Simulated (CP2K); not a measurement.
The system is MgS.

```
S Mg
1.0
     4.00664    0.00000    0.00000
     2.00332    3.46985    0.00000
     2.00332    1.15662    3.27141
S Mg
1 1
Direct
  0.25000 0.25000 0.25000
  0.00000 0.00000 0.00000
```

The cell comes from a database or a generator and needn't be the stable form of this composition.

Base run:

| Item | Value |
| --- | --- |
| Program | CP2K 2026.2 |
| Functional | PBE |
| Potentials or basis | POTENTIAL_UZH S GTH-PBE-q6, Mg GTH-PBE-q10; TZVP-MOLOPT-PBE-GTH basis |
| Density cutoff | 19048 eV |
| k mesh | 8 × 8 × 8 |
| Occupations | fermi-dirac, width 0.05 eV |
| Spin | no spin polarisation |

Its results: band gap on the k mesh 3.30 eV, direct; pressure 2.3 GPa.

Task: After a change of settings the same cell gave: band gap on the k mesh 3.78 eV, direct; pressure 1.8 GPa. Which change was it?
A. potentials or basis from POTENTIAL_UZH S GTH-PBE-q6, Mg GTH-PBE-q10; TZVP-MOLOPT-PBE-GTH basis to POTENTIAL_UZH S GTH-PBE-q6, Mg GTH-PBE-q10; TZV2P-MOLOPT-PBE-GTH basis; basis sets from S TZVP-MOLOPT-PBE-GTH-q6, Mg TZVP-MOLOPT-PBE-GTH-q10 to S TZV2P-MOLOPT-PBE-GTH-q6, Mg TZV2P-MOLOPT-PBE-GTH-q10
B. potentials or basis from POTENTIAL_UZH S GTH-PBE-q6, Mg GTH-PBE-q10; TZVP-MOLOPT-PBE-GTH basis to POTENTIAL_UZH S GTH-PBE-q6, Mg GTH-PBE-q10; ccGRB-D basis; basis sets from S TZVP-MOLOPT-PBE-GTH-q6, Mg TZVP-MOLOPT-PBE-GTH-q10 to S ccGRB-D-q6, Mg ccGRB-D-q10
C. potentials or basis from POTENTIAL_UZH S GTH-PBE-q6, Mg GTH-PBE-q10; TZVP-MOLOPT-PBE-GTH basis to POTENTIAL_UZH S GTH-PBE-q6, Mg GTH-PBE-q10; DZVP-MOLOPT-PBE-GTH basis; basis sets from S TZVP-MOLOPT-PBE-GTH-q6, Mg TZVP-MOLOPT-PBE-GTH-q10 to S DZVP-MOLOPT-PBE-GTH-q6, Mg DZVP-MOLOPT-PBE-GTH-q10

Result: B.

Caveats: the basis of atomic orbitals isn't converged, which shifts pressures, moduli and gaps.
